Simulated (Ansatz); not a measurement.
Tm: projected density of states with RPBE+U

The system is Tm.

```
Tm
1.0
     3.40724    0.00000    0.00000
    -1.18718    3.22782    0.00000
    -1.00725   -1.64301    2.78299
Tm
1
Cartesian
  0.0140 -0.0118 0.0146
```

The cell isn't the ideal one: cell strained at random at fixed volume.

- Program: Ansatz 0.2.0
- Task: projected density of states
- Functional: RPBE
- Potentials or basis: all-electron LAPW, scalar-relativistic
- Cutoff: 179 eV (chosen from the basis error)
- Basis error allowed: 0.001 eV/atom
- k mesh: 7 × 7 × 7
- Occupations: methfessel-paxton, width 0.15 eV
- Spin: collinear spin, random start
- Starting moments: [1.18] μB
- Hubbard terms: Tm f U = 7 eV
- Start of the occupations: random
- Double counting: amf
- Hubbard projectors: ortho-atomic

```
Pressure                : 2.0 GPa
Band gap on the k mesh  : none (metal or under the smearing width)
Band gap along the path : 2.11 eV, indirect (least direct gap 2.16 eV)
Net moment              : 2.73 μB per cell
Absolute moment         : 2.73 μB per cell
Site moments            : Tm +2.49 μB
```

Stress tensor (GPa, compression positive):
```
 2.25 -0.09  0.28
-0.09  1.37 -0.77
 0.28 -0.77  2.48
```

Levels at the corners of the path, in eV from the Fermi level:
Spin up:
```csv
point,band 14,band 15,band 16,band 17,band 18,band 19,band 20,band 21
X,-5.27,-5.27,-5.25,-2.74,0.16,0.21,3.59,4.66
Γ,-5.32,-5.32,-5.31,-5.20,1.57,1.75,2.04,3.63
Y,-5.29,-5.27,-5.25,-2.70,0.20,0.23,3.50,4.49
```
Spin down:
```csv
point,band 13,band 14,band 15,band 16,band 17,band 18
X,-5.85,-5.82,-2.00,0.70,1.02,1.56
Γ,-5.91,-5.76,-5.31,1.55,1.90,2.15
Y,-5.85,-5.84,-2.00,0.80,1.04,1.53
```

States per cell in windows of 0.5 eV (zero at the Fermi level; states under -8 eV left out):
```tsv
from (eV)	up	down	Tm1 4f down	Tm1 4f up	Tm1 5d up	Tm1 5d down	Tm1 6s up	Tm1 6s down
-8.0	0.00	0.00	0.00	0.00	0.00	0.00	0.00	0.00
-7.5	0.00	0.00	0.00	0.00	0.00	0.00	0.00	0.00
-7.0	1.00	1.00	1.00	1.00	0.00	0.00	0.00	0.00
-6.5	1.00	2.00	2.00	1.00	0.00	0.00	0.00	0.00
-6.0	1.02	2.00	2.00	1.00	0.00	0.00	0.02	0.00
-5.5	4.01	0.00	0.00	3.97	0.01	0.00	0.02	0.00
-5.0	0.05	0.02	0.00	0.01	0.01	0.00	0.02	0.02
-4.5	0.06	0.03	0.00	0.00	0.02	0.01	0.03	0.02
-4.0	0.07	0.05	0.00	0.00	0.03	0.01	0.04	0.03
-3.5	0.10	0.06	0.00	0.00	0.06	0.03	0.04	0.03
-3.0	0.17	0.09	0.00	0.00	0.12	0.04	0.04	0.04
-2.5	0.20	0.13	0.00	0.00	0.16	0.09	0.03	0.04
-2.0	0.28	0.20	0.00	0.00	0.25	0.15	0.02	0.04
-1.5	0.12	0.22	0.00	0.00	0.12	0.19	0.00	0.03
-1.0	0.20	0.22	0.00	0.00	0.19	0.20	0.00	0.01
-0.5	0.60	0.11	0.00	0.00	0.54	0.11	0.02	0.00
0.0	0.50	0.50	0.00	0.00	0.44	0.47	0.04	0.01
0.5	0.32	0.64	0.02	0.00	0.30	0.54	0.01	0.04
1.0	0.20	0.66	0.29	0.00	0.19	0.33	0.01	0.02
1.5	0.07	1.84	1.62	0.00	0.06	0.21	0.01	0.01
2.0	0.18	0.16	0.06	0.00	0.17	0.09	0.01	0.01
2.5	0.28	0.13	0.00	0.00	0.26	0.12	0.01	0.01
3.0	0.37	0.27	0.00	0.00	0.34	0.26	0.01	0.01
3.5	0.40	0.33	0.00	0.00	0.36	0.32	0.03	0.01
4.0	0.67	0.41	0.00	0.00	0.54	0.38	0.08	0.02
4.5	0.41	0.51	0.00	0.00	0.27	0.44	0.07	0.05
```

It took 13 min on 2 threads of Intel(R) Xeon(R) 6975P-C (Granite Rapids) (shared host), peak memory 0.86 GiB.

Caveat: the k mesh is thin for a metal, which can move the energy by tens of meV per atom; the magnetic state may not be the lowest; an open f shell can end in a state above the lowest; the magnetic or orbital state may not be the lowest; the typed start of the occupations wasn't kept; U is the effective U less J, on atomic orbitals that reach past the spheres; spin-orbit coupling is left out, which moves the levels of the heavy elements. The state reached can hang on the start; a lower one may exist.
